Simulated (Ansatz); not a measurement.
# How much does Ta in Ru(0001), 2x2 scatter?, part 2 of 3

Wanted: the reflection from a plane of defects, Ta in Ru(0001), 2x2, and the resistivity it implies.

Ansatz 0.2.0; Ansatz plane-wave DFT, PBE, PAW files; ballistic transport by layer matching (Landauer), zero bias; PAW set soft_1 (the session's first sound run).

So far, resistivity per at.% scaled from this dense plane, with the factor 3/4 for isotropic scattering (µΩ cm): step 3 (resistance at ideal sites) 2.92.

## 4. Relaxing the neighbours

The neighbours of the defect are let go while the lead's layers stay on their sites, since a lead must repeat to 0.01 Å.

This step: Ansatz plane-wave DFT, PBE, PAW files; relaxation with the lead's layers held; PAW set soft_1 (Ansatz 0.2.0).

File input.yaml:

```yaml
crystal:
  lattice:
    - [5.4116, 0.0, 0.0]
    - [-2.7058, 4.6865830751, 0.0]
    - [0.0, 0.0, 34.2552]
  atoms:
    - { symbol: Ru, position: [0.1666666667, 0.3333333333, 0.03125] }
    - { symbol: Ru, position: [0.1666666667, 0.8333333333, 0.03125] }
    - { symbol: Ru, position: [0.6666666667, 0.3333333333, 0.03125] }
    - { symbol: Ru, position: [0.6666666667, 0.8333333333, 0.03125] }
    - { symbol: Ru, position: [0.3333333333, 0.1666666667, 0.09375] }
    - { symbol: Ru, position: [0.3333333333, 0.6666666667, 0.09375] }
    - { symbol: Ru, position: [0.8333333333, 0.1666666667, 0.09375] }
    - { symbol: Ru, position: [0.8333333333, 0.6666666667, 0.09375] }
    - { symbol: Ru, position: [0.1666666667, 0.3333333333, 0.15625] }
    - { symbol: Ru, position: [0.1666666667, 0.8333333333, 0.15625] }
    - { symbol: Ru, position: [0.6666666667, 0.3333333333, 0.15625] }
    - { symbol: Ru, position: [0.6666666667, 0.8333333333, 0.15625] }
    - { symbol: Ru, position: [0.3333333333, 0.1666666667, 0.21875] }
    - { symbol: Ru, position: [0.3333333333, 0.6666666667, 0.21875] }
    - { symbol: Ru, position: [0.8333333333, 0.1666666667, 0.21875] }
    - { symbol: Ru, position: [0.8333333333, 0.6666666667, 0.21875] }
    - { symbol: Ru, position: [0.1666666667, 0.3333333333, 0.28125] }
    - { symbol: Ru, position: [0.1666666667, 0.8333333333, 0.28125] }
    - { symbol: Ru, position: [0.6666666667, 0.3333333333, 0.28125] }
    - { symbol: Ru, position: [0.6666666667, 0.8333333333, 0.28125] }
    - { symbol: Ru, position: [0.3333333333, 0.1666666667, 0.34375] }
    - { symbol: Ru, position: [0.3333333333, 0.6666666667, 0.34375] }
    - { symbol: Ru, position: [0.8333333333, 0.1666666667, 0.34375] }
    - { symbol: Ru, position: [0.8333333333, 0.6666666667, 0.34375] }
    - { symbol: Ru, position: [0.1666666667, 0.3333333333, 0.40625] }
    - { symbol: Ru, position: [0.1666666667, 0.8333333333, 0.40625] }
    - { symbol: Ru, position: [0.6666666667, 0.3333333333, 0.40625] }
    - { symbol: Ru, position: [0.6666666667, 0.8333333333, 0.40625] }
    - { symbol: Ru, position: [0.3333333333, 0.1666666667, 0.46875] }
    - { symbol: Ru, position: [0.3333333333, 0.6666666667, 0.46875] }
    - { symbol: Ru, position: [0.8333333333, 0.1666666667, 0.46875] }
    - { symbol: Ru, position: [0.8333333333, 0.6666666667, 0.46875] }
    - { symbol: Ta, position: [0.1666666667, 0.3333333333, 0.53125] }
    - { symbol: Ru, position: [0.1666666667, 0.8333333333, 0.53125] }
    - { symbol: Ru, position: [0.6666666667, 0.3333333333, 0.53125] }
    - { symbol: Ru, position: [0.6666666667, 0.8333333333, 0.53125] }
    - { symbol: Ru, position: [0.3333333333, 0.1666666667, 0.59375] }
    - { symbol: Ru, position: [0.3333333333, 0.6666666667, 0.59375] }
    - { symbol: Ru, position: [0.8333333333, 0.1666666667, 0.59375] }
    - { symbol: Ru, position: [0.8333333333, 0.6666666667, 0.59375] }
    - { symbol: Ru, position: [0.1666666667, 0.3333333333, 0.65625] }
    - { symbol: Ru, position: [0.1666666667, 0.8333333333, 0.65625] }
    - { symbol: Ru, position: [0.6666666667, 0.3333333333, 0.65625] }
    - { symbol: Ru, position: [0.6666666667, 0.8333333333, 0.65625] }
    - { symbol: Ru, position: [0.3333333333, 0.1666666667, 0.71875] }
    - { symbol: Ru, position: [0.3333333333, 0.6666666667, 0.71875] }
    - { symbol: Ru, position: [0.8333333333, 0.1666666667, 0.71875] }
    - { symbol: Ru, position: [0.8333333333, 0.6666666667, 0.71875] }
    - { symbol: Ru, position: [0.1666666667, 0.3333333333, 0.78125] }
    - { symbol: Ru, position: [0.1666666667, 0.8333333333, 0.78125] }
    - { symbol: Ru, position: [0.6666666667, 0.3333333333, 0.78125] }
    - { symbol: Ru, position: [0.6666666667, 0.8333333333, 0.78125] }
    - { symbol: Ru, position: [0.3333333333, 0.1666666667, 0.84375] }
    - { symbol: Ru, position: [0.3333333333, 0.6666666667, 0.84375] }
    - { symbol: Ru, position: [0.8333333333, 0.1666666667, 0.84375] }
    - { symbol: Ru, position: [0.8333333333, 0.6666666667, 0.84375] }
    - { symbol: Ru, position: [0.1666666667, 0.3333333333, 0.90625] }
    - { symbol: Ru, position: [0.1666666667, 0.8333333333, 0.90625] }
    - { symbol: Ru, position: [0.6666666667, 0.3333333333, 0.90625] }
    - { symbol: Ru, position: [0.6666666667, 0.8333333333, 0.90625] }
    - { symbol: Ru, position: [0.3333333333, 0.1666666667, 0.96875] }
    - { symbol: Ru, position: [0.3333333333, 0.6666666667, 0.96875] }
    - { symbol: Ru, position: [0.8333333333, 0.1666666667, 0.96875] }
    - { symbol: Ru, position: [0.8333333333, 0.6666666667, 0.96875] }
kpoints:
  mp_grid: { grid: [5, 5, 1] }
hamiltonian:
  xc: pbe
  pseudopotentials: { kind: paw, azcp: { folder: soft_1 } }
scf:
  occupations: { method: fermi_dirac, width: 0.1 }
relax:
  f_tol: 0.03
  max_steps: 40
  constraints:
    - { sites: [0, 1, 2, 3, 4, 5, 6, 7, 8, 9, 10, 11, 12, 13, 14, 15, 16, 17, 18, 19, 44, 45, 46, 47, 48, 49, 50, 51, 52, 53, 54, 55, 56, 57, 58, 59, 60, 61, 62, 63] }
```

Command:

```
ansatz run input.yaml --threads 4 --pin off --max-ram 15360MiB --backend cpu --events-out ev --progress --plain --runs-dir out
```

Numbers of over 12 decimals in the logs are rounded to 6 here.

Log:

```text
Warning: crystal.symmetry: narrowed to the stabiliser of the relax constraints — unitary ops 12 → 6; lowered at sites 20, 21, 22, 23, 44, 45, 46, 47 (the operations that carried what is held of a site onto what its image site leaves free; the constrained walk keeps no symmetry that its constraints do not admit)
[...]
Crystal: 64 atoms, lattice volume = 868.777 Å³
Basis set: ecut = 420 eV, 16909 PW (Γ), exchange–correlation on 80×80×480 points (8 copies of the dense FFT grid, shifted against one another)
Bands: 613, of which v1, the nominal top of the filled ones, is band 511 counted from 1 (510 counted from 0)
Symmetry: 6 space group operations
k-points: 5 of 25 (time reversal used)
[...]
SCF iter   1: F=—  HF=-380344.869787 eV  |F-HF|=—  |Δ(HF+E_count)|=         —  Δρ=1.35e-1  dr2=4.41e2  ethr=3.10e-3  ⟨swp⟩=5.0  Hψ=9961  notcnv=0
[...]
SCF iter   9: F=-380294.447458 eV  HF=-380294.447464 eV  |F-HF|=5.90e-6  |Δ(HF+E_count)|=   1.50e-7  Δρ=3.83e-6  dr2=5.93e-6  ethr=2.20e-9  ⟨swp⟩=3.0  Hψ=6589  notcnv=0
SCF 1 converged in 9 iterations: F = -380294.447458 eV  dr2 = 5.93e-6
[...]
relax step   1: F+E_penalty+E_count = -380294.44745798 eV  Δ(F+E_penalty+E_count) = +0.000e0 eV  max|allowed force component| = 6.487e-1 eV/Å  Δτ_max = 0.0000 Å  (9 SCF iters, dr2 threshold 2.25e-5 eV, accepted)
[...]
iter 1 solved again at ethr=3.44e-4 eV; its pass at ethr=3.10e-3 eV (dr2=3.52e0 eV) is discarded
[...]
SCF iter   6: F=-380294.553750 eV  HF=-380294.553754 eV  |F-HF|=3.68e-6  |Δ(HF+E_count)|=   5.90e-6  Δρ=1.17e-5  dr2=4.26e-6  ethr=2.58e-9  ⟨swp⟩=2.2  Hψ=8323  notcnv=0
SCF 2 converged in 6 iterations: F = -380294.553750 eV  dr2 = 4.26e-6
relax step   2: F+E_penalty+E_count = -380294.55375007 eV  Δ(F+E_penalty+E_count) = -1.063e-1 eV  max|allowed force component| = 2.303e-1 eV/Å  Δτ_max = 0.0905 Å  (6 SCF iters, dr2 threshold 2.63e-5 eV, accepted)
SCF iter   1: F=—  HF=-380294.602223 eV  |F-HF|=—  |Δ(HF+E_count)|=         —  Δρ=2.57e-3  dr2=5.22e-1  ethr=4.74e-4  ⟨swp⟩=5.0  Hψ=7056  notcnv=0  defer=12
[...]
SCF iter   7: F=-380294.591343 eV  HF=-380294.591345 eV  |F-HF|=1.30e-6  |Δ(HF+E_count)|=   2.31e-8  Δρ=2.08e-6  dr2=1.31e-6  ethr=3.25e-10  ⟨swp⟩=3.0  Hψ=6622  notcnv=0
SCF 3 converged in 7 iterations: F = -380294.591343 eV  dr2 = 1.31e-6
[...]
relax step   3: F+E_penalty+E_count = -380294.59134346 eV  Δ(F+E_penalty+E_count) = -3.759e-2 eV  max|allowed force component| = 5.334e-2 eV/Å  Δτ_max = 0.0320 Å  (7 SCF iters, dr2 threshold 3.32e-6 eV, accepted)
SCF iter   1: F=—  HF=-380294.590384 eV  |F-HF|=—  |Δ(HF+E_count)|=         —  Δρ=2.43e-4  dr2=1.09e-3  ethr=6.31e-6  ⟨swp⟩=4.0  Hψ=6304  notcnv=0  defer=28
[...]
SCF iter   6: F=-380294.592043 eV  HF=-380294.592043 eV  |F-HF|=9.02e-9  |Δ(HF+E_count)|=   5.76e-9  Δρ=4.21e-7  dr2=9.63e-9  ethr=9.79e-12  ⟨swp⟩=3.0  Hψ=6900  notcnv=0
SCF 4 converged in 6 iterations: F = -380294.592043 eV  dr2 = 9.63e-9
relax step   4: F+E_penalty+E_count = -380294.59204252 eV  Δ(F+E_penalty+E_count) = -6.991e-4 eV  max|allowed force component| = 6.603e-3 eV/Å  Δτ_max = 0.0043 Å  (6 SCF iters, accepted)
SCF converged after 6 iterations
Free energy (F): -380294.592043 eV
[...]
Internal energy: -380292.607101 eV  (E = F + TS)
E sigma→0 (E₀):  -380293.599572 eV
Entropy (-TS):   -1.984942 eV (-31.015 meV/atom)
Fermi energy:    23.397919 eV
[...]
--- Forces (eV/Å), atoms counted from 1 ---
  atom   1  Ru     0.00000000     0.00000000     0.00245178
  atom   2  Ru    -0.00023397    -0.00013509     0.00129298
  atom   3  Ru     0.00000000     0.00027017     0.00129298
  atom   4  Ru     0.00023397    -0.00013509     0.00129298
  atom   5  Ru    -0.00306517     0.00176967     0.00349043
  atom   6  Ru    -0.00000000    -0.00353935     0.00349043
  atom   7  Ru     0.00306517     0.00176967     0.00349043
  atom   8  Ru     0.00000000    -0.00000000     0.01822585
  atom   9  Ru     0.00000000     0.00000000     0.02568073
  atom  10  Ru    -0.00529620    -0.00305776    -0.01625143
  atom  11  Ru     0.00000000     0.00611553    -0.01625143
  atom  12  Ru     0.00529620    -0.00305776    -0.01625143
  atom  13  Ru    -0.00129494     0.00074763    -0.04931448
  atom  14  Ru    -0.00000000    -0.00149527    -0.04931448
  atom  15  Ru     0.00129494     0.00074763    -0.04931448
  atom  16  Ru     0.00000000    -0.00000000     0.00095671
  atom  17  Ru     0.00000000     0.00000000    -0.02633952
  atom  18  Ru    -0.02066175    -0.01192907    -0.17238007
  atom  19  Ru    -0.00000000     0.02385813    -0.17238007
  atom  20  Ru     0.02066175    -0.01192907    -0.17238007
  atom  21  Ru    -0.00071778     0.00041441     0.00197472
  atom  22  Ru     0.00000000    -0.00082882     0.00197472
  atom  23  Ru     0.00071778     0.00041441     0.00197472
  atom  24  Ru     0.00000000    -0.00000000    -0.00369416
  atom  25  Ru     0.00000000     0.00000000    -0.00497236
  atom  26  Ru     0.00356842     0.00206023     0.00055270
  atom  27  Ru     0.00000000    -0.00412046     0.00055270
  atom  28  Ru    -0.00356842     0.00206023     0.00055270
  atom  29  Ru    -0.00083784     0.00048372    -0.00028300
  atom  30  Ru     0.00000000    -0.00096745    -0.00028300
  atom  31  Ru     0.00083784     0.00048372    -0.00028300
  atom  32  Ru     0.00000000    -0.00000000     0.00283915
  atom  33  Ta     0.00000000    -0.00000000     0.00308937
  atom  34  Ru    -0.00006120    -0.00003533    -0.00118354
  atom  35  Ru     0.00000000     0.00007067    -0.00118354
  atom  36  Ru     0.00006120    -0.00003533    -0.00118354
  atom  37  Ru    -0.00149908     0.00086549    -0.00047230
  atom  38  Ru    -0.00000000    -0.00173099    -0.00047230
  atom  39  Ru     0.00149908     0.00086549    -0.00047230
  atom  40  Ru     0.00000000    -0.00000000    -0.00089622
[...]
atom  53  Ru    -0.00002736     0.00001580     0.02332276
  atom  54  Ru     0.00000000    -0.00003159     0.02332276
  atom  55  Ru     0.00002736     0.00001580     0.02332276
  atom  56  Ru     0.00000000    -0.00000000    -0.02138251
  atom  57  Ru    -0.00000000     0.00000000    -0.02841335
  atom  58  Ru    -0.00551645    -0.00318492     0.00880483
  atom  59  Ru     0.00000000     0.00636985     0.00880483
  atom  60  Ru     0.00551645    -0.00318492     0.00880483
  atom  61  Ru    -0.00280214     0.00161781    -0.00313355
  atom  62  Ru     0.00000000    -0.00323563    -0.00313355
  atom  63  Ru     0.00280214     0.00161781    -0.00313355
  atom  64  Ru     0.00000000    -0.00000000    -0.01446180
  max |Σ_I F_I| component: 2.37e-5 eV/Å
--- Relaxed structure (4 steps of the walk, 4 accepted, 0 SCFs on fresh bases) ---
  F+E_penalty+E_count = -380294.59204252 eV   max|allowed force component| = 6.603e-3 eV/Å
  atoms:
    - { symbol: Ru, position: [0.166667, 0.333333, 0.03125] }
    - { symbol: Ru, position: [0.166667, 0.833333, 0.03125] }
    - { symbol: Ru, position: [0.666667, 0.333333, 0.03125] }
    - { symbol: Ru, position: [0.666667, 0.833333, 0.03125] }
    - { symbol: Ru, position: [0.333333, 0.166667, 0.093750] }
    - { symbol: Ru, position: [0.333333, 0.666667, 0.093750] }
    - { symbol: Ru, position: [0.833333, 0.166667, 0.093750] }
    - { symbol: Ru, position: [0.833333, 0.666667, 0.093750] }
    - { symbol: Ru, position: [0.166667, 0.333333, 0.15625] }
    - { symbol: Ru, position: [0.166667, 0.833333, 0.15625] }
    - { symbol: Ru, position: [0.666667, 0.333333, 0.15625] }
    - { symbol: Ru, position: [0.666667, 0.833333, 0.15625] }
    - { symbol: Ru, position: [0.333333, 0.166667, 0.218750] }
    - { symbol: Ru, position: [0.333333, 0.666667, 0.218750] }
    - { symbol: Ru, position: [0.833333, 0.166667, 0.218750] }
    - { symbol: Ru, position: [0.833333, 0.666667, 0.218750] }
    - { symbol: Ru, position: [0.166667, 0.333333, 0.28125] }
    - { symbol: Ru, position: [0.166667, 0.833333, 0.28125] }
    - { symbol: Ru, position: [0.666667, 0.333333, 0.28125] }
    - { symbol: Ru, position: [0.666667, 0.833333, 0.28125] }
    - { symbol: Ru, position: [0.332993, 0.167007, 0.343237] }
    - { symbol: Ru, position: [0.332993, 0.665986, 0.343237] }
    - { symbol: Ru, position: [0.834014, 0.167007, 0.343237] }
    - { symbol: Ru, position: [0.833333, 0.666667, 0.343394] }
    - { symbol: Ru, position: [0.166667, 0.333333, 0.406020] }
    - { symbol: Ru, position: [0.163744, 0.831872, 0.405116] }
    - { symbol: Ru, position: [0.668128, 0.336256, 0.405116] }
    - { symbol: Ru, position: [0.668128, 0.831872, 0.405116] }
    - { symbol: Ru, position: [0.335155, 0.164845, 0.467091] }
    - { symbol: Ru, position: [0.335155, 0.670310, 0.467091] }
    - { symbol: Ru, position: [0.829690, 0.164845, 0.467091] }
    - { symbol: Ru, position: [0.833333, 0.666667, 0.468594] }
    - { symbol: Ta, position: [0.166667, 0.333333, 0.531046] }
    - { symbol: Ru, position: [0.163920, 0.831960, 0.531050] }
    - { symbol: Ru, position: [0.668040, 0.336080, 0.531050] }
    - { symbol: Ru, position: [0.668040, 0.831960, 0.531050] }
    - { symbol: Ru, position: [0.335159, 0.164841, 0.595026] }
    - { symbol: Ru, position: [0.335159, 0.670317, 0.595026] }
    - { symbol: Ru, position: [0.829683, 0.164841, 0.595026] }
    - { symbol: Ru, position: [0.833333, 0.666667, 0.593523] }
    - { symbol: Ru, position: [0.166667, 0.333333, 0.656131] }
[...]
- { symbol: Ru, position: [0.333333, 0.166667, 0.84375] }
    - { symbol: Ru, position: [0.333333, 0.666667, 0.84375] }
    - { symbol: Ru, position: [0.833333, 0.166667, 0.84375] }
    - { symbol: Ru, position: [0.833333, 0.666667, 0.84375] }
    - { symbol: Ru, position: [0.166667, 0.333333, 0.906250] }
    - { symbol: Ru, position: [0.166667, 0.833333, 0.906250] }
    - { symbol: Ru, position: [0.666667, 0.333333, 0.906250] }
    - { symbol: Ru, position: [0.666667, 0.833333, 0.906250] }
    - { symbol: Ru, position: [0.333333, 0.166667, 0.96875] }
    - { symbol: Ru, position: [0.333333, 0.666667, 0.96875] }
    - { symbol: Ru, position: [0.833333, 0.166667, 0.96875] }
    - { symbol: Ru, position: [0.833333, 0.666667, 0.96875] }
```

Elapsed: 5.3 min, on 4 threads of Intel Xeon Platinum 8175M at 2.50GHz (Skylake/Cascade Lake), shared host; peak memory 8.4 GiB; 21 min of CPU time.

Relaxation path:

```tsv
step	energy less that of the first step (eV)	largest force component (eV/Å)
1	0.0000	0.6487
2	-0.1063	0.2303
3	-0.1439	0.0533
4	-0.1446	0.0066
```

The atoms that moved most (Å):

```tsv
atom	dx	dy	dz	length
Ru30	0.000	0.017	-0.057	0.059
Ru29	0.015	-0.009	-0.057	0.059
Ru31	-0.015	-0.009	-0.057	0.059
Ru38	0.000	0.017	0.044	0.047
Ru37	0.015	-0.009	0.044	0.047
Ru39	-0.015	-0.009	0.044	0.047
Ru28	0.012	-0.007	-0.039	0.041
Ru26	-0.012	-0.007	-0.039	0.041
```

Numbers from this step:

```yaml
free_energy: -380294.5920 eV
energy_at_zero_smearing: -380293.5996 eV
fermi_energy: 23.40 eV
```

The largest force component on a free atom ends at 0.0066 eV/Å, under the tolerance of 0.03, after 4 steps.

(Continued in part 3 of 3.)

[Logs are printed without paths, hosts, clocks, repeated set-up lines and the standing remarks that a program may print on its own settings, such as how far it seeks lower states.]

[Hosts, paths, dates, database ids (printed as entryN), source tags and the programs' standing remarks are cut or masked in the printed files.]
